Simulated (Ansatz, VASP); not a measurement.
## Two plane-wave programs on MoH8

```
H Mo
1.0
     3.41822    0.00000    0.00000
    -1.70911    2.96026    0.00000
     0.00000    0.00000    5.98328
H Mo
8 1
Direct
  0.00000 0.00000 0.20614
  0.00000 0.00000 0.79386
  0.50000 0.00000 0.64734
  0.00000 0.50000 0.64734
  0.50000 0.50000 0.64734
  0.50000 0.00000 0.35266
  0.00000 0.50000 0.35266
  0.50000 0.50000 0.35266
  0.00000 0.00000 0.50000
```

Alike in both runs: functional PBE; k mesh 6 × 6 × 4; occupations gaussian, width 0.1 eV; no spin polarisation.

Ansatz relaxed the structure, and its values are those at the end. VASP's run is a single point on that final structure, the one shown.

```csv
,VASP,Ansatz
version,VASP 6.6.1,Ansatz 0.2.0
potentials or method,"VASP PAW PBE potentials, release 64 (H, Mo_sv)","scalar-relativistic, plane waves, PAW"
plane-wave cutoff (eV),520,420
valence electrons in the cell,22,22
```

|  | VASP | Ansatz | Ansatz less VASP |
| --- | --- | --- | --- |
| gap on the k mesh at the Fermi level (eV) | 0.21 | 0.22 | +0.002 |
| least direct gap on the mesh (eV) | 0.30 | 0.31 | +0.007 |
| pressure (GPa) | 0.0 | 0.1 | +0.08 |
| rms of the force components (eV/Å) | 0.012 | 0.007 | -0.0046 |
